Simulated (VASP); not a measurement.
# PbO: relaxation with set parts of the cell free, by free to move

PbO, P1 (no. 1), 4 atoms in the cell. PBE with D3(BJ), constrained relaxation; PAW potentials Pb_d, O (PBE set).

| Free to move | Volume (Å³/atom) | Pressure in a fresh run at the final cell (GPa) | Pressure printed at the end of the relaxation (GPa) | Ionic steps, all stages | Electronic steps, all stages | Time (s) |
|---|---|---|---|---|---|---|
| atoms | 20.263 | 0.34 | 0.34 | 13 | 94 | 59 |
| atoms, shape and volume | 20.265 | 0.01 | 0.01 | 18 | 131 | 87 |
| atoms and shape at fixed volume | 20.263 | -0.06 | -0.06 | 12 | 95 | 66 |
| atoms and volume | 20.447 | 0.01 | 0.01 | 20 | 142 | 85 |
| atoms and the z components of the lattice | 20.200 | 0.37 | 0.37 | 12 | 95 | 57 |
| atoms and the x and y components of the lattice | 20.436 | -0.08 | -0.08 | 15 | 109 | 69 |
| atoms and the y and z components of the lattice | 20.290 | 0.01 | 0.01 | 15 | 112 | 71 |

Limits: the start was distorted on purpose (random strain, atoms moved at random), so the space group given is the start's and not the crystal's.

## Input of the first row

INCAR.step1:
```
SYSTEM = PbO
ALGO = Normal ; EDIFF = 1E-6
EDIFFG = -0.01 ; ENCUT = 550
GGA = PE ; IBRION = 2
ISIF = 2 ; ISMEAR = 0
ISYM = 0 ; IVDW = 12
KPAR = 4 ; LASPH = .True.
LCHARG = .False. ; LREAL = .False.
LWAVE = .False. ; NELM = 100
NSW = 60 ; POTIM = 0.5
PREC = Accurate ; SIGMA = 0.05
```

INCAR.step3, as INCAR.step1 but for:
```
- EDIFFG = -0.01
- IBRION = 2
- NSW = 60
- POTIM = 0.5
+ NSW = 0
```

KPOINTS:
```
k-points
0
Gamma
  4 4 4
```

POSCAR.step1:
```
PbO
1.0
    4.0037890000     -0.0096070000     -0.0041200000
   -0.0096070000      4.0261240000      0.0204980000
   -0.0051730000      0.0257390000      5.0282650000
Pb O
2 2
Direct
    0.5074740000      0.0027490000      0.7591560000
   -0.0116110000      0.5037190000      0.2402240000
    0.4972580000      0.4999650000     -0.0005300000
    0.0068790000     -0.0064330000      0.0011500000
```

POSCAR.step3:
```
PbO
1.0
    4.0037890000     -0.0096070000     -0.0041200000
   -0.0096070000      4.0261240000      0.0204980000
   -0.0051730000      0.0257390000      5.0282650000
Pb O
2 2
Direct
    0.4997043698      0.0021947898      0.7619733002
    0.0004637353      0.4975339954      0.2380215145
    0.4997902928      0.4997895840      0.9987261291
    0.0000416021      0.0004816308      0.0012790561
```

Commands (each step's output is kept before the next begins):
```
cat potpaw_PBE.64/Pb_d/POTCAR potpaw_PBE.64/O/POTCAR > POTCAR
cp INCAR.step1 INCAR
cp POSCAR.step1 POSCAR
mpirun -np 4 vasp_std > vasp.out
cp CONTCAR POSCAR
mpirun -np 4 vasp_std > vasp.out
cp CONTCAR POSCAR
cp INCAR.step3 INCAR
cp POSCAR.step3 POSCAR
mpirun -np 4 vasp_std > vasp.out
```

Changes of the last row against the first:
```
- ISIF = 2
+ ISIF = 3
+ LATTICE_CONSTRAINTS = .FALSE. .TRUE. .TRUE.
```

VASP 6.6.1 took 59 s on 4 cores (Intel Xeon 6975P-C (Granite Rapids)), a shared host.
